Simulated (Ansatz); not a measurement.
# Ge: the cost of one run

Program: Ansatz 0.2.0. Level of theory: DFT PBE, scalar-relativistic, plane waves, PAW. These are calculated values, not measurements.

## (1) The structure to begin with

It takes space group Fd-3m (No. 227, cubic). Conventional cell: a = 5.658 Å, b = 5.658 Å, c = 5.658 Å, α = 90.00°, β = 90.00°, γ = 90.00°. Ge (site symmetry -43m) is surrounded by 4 Ge at 2.45 Å.

As a file:

```cif
data_structure
_symmetry_space_group_name_H-M 'Fd-3m:1'
_symmetry_Int_Tables_number 227
_cell_length_a 5.6575
_cell_length_b 5.6575
_cell_length_c 5.6575
_cell_angle_alpha 90.000
_cell_angle_beta 90.000
_cell_angle_gamma 90.000
_cell_volume 181.09
loop_
_atom_site_label
_atom_site_type_symbol
_atom_site_symmetry_multiplicity
_atom_site_Wyckoff_symbol
_atom_site_fract_x
_atom_site_fract_y
_atom_site_fract_z
_atom_site_occupancy
Ge1 Ge 8 a 0.50000 0.00000 0.50000 1
```

No relaxation comes first: the listed cell is the starting point.

## (2) The reference cell

Reference values: F = -8589.9406 eV; pressure 3.67 GPa; largest force 0.000 eV/Å; gap on the mesh none (metal). It was computed beforehand with the settings of the runs below.

## (3) Setting up biaxial against axial strain

The cell is strained by p along both x and y and by q along z, with fractional coordinates fixed.

## (4) Point p = -0.050, q = -0.050

input.yaml

```yaml
crystal:
  lattice:
    - [0.0, 2.6873315, 2.6873315]
    - [2.6873315, 0.0, 2.6873315]
    - [2.6873315, 2.6873315, 0.0]
  atoms:
    - { symbol: Ge, position: [0.5, 0.5, 0.5] }
    - { symbol: Ge, position: [0.75, 0.75, 0.75] }
basis:
  ecutwfc: 420
kpoints:
  mp_grid: { grid: [14, 14, 14] }
hamiltonian:
  xc: pbe
scf:
  occupations: { method: gaussian, width: 0.15 }
output:
  forces: true
  stress: true
  eigenvalues: true
```

On the command line:

```sh
$ ansatz run input.yaml --threads 1 --pin off --max-ram 2560MiB --backend cpu --events-out ev --progress --plain --runs-dir out
```

What time and memory should one allow on 1 thread of Arm Neoverse V1, shared host?

About 4 s, with a peak of 0.33 GiB.
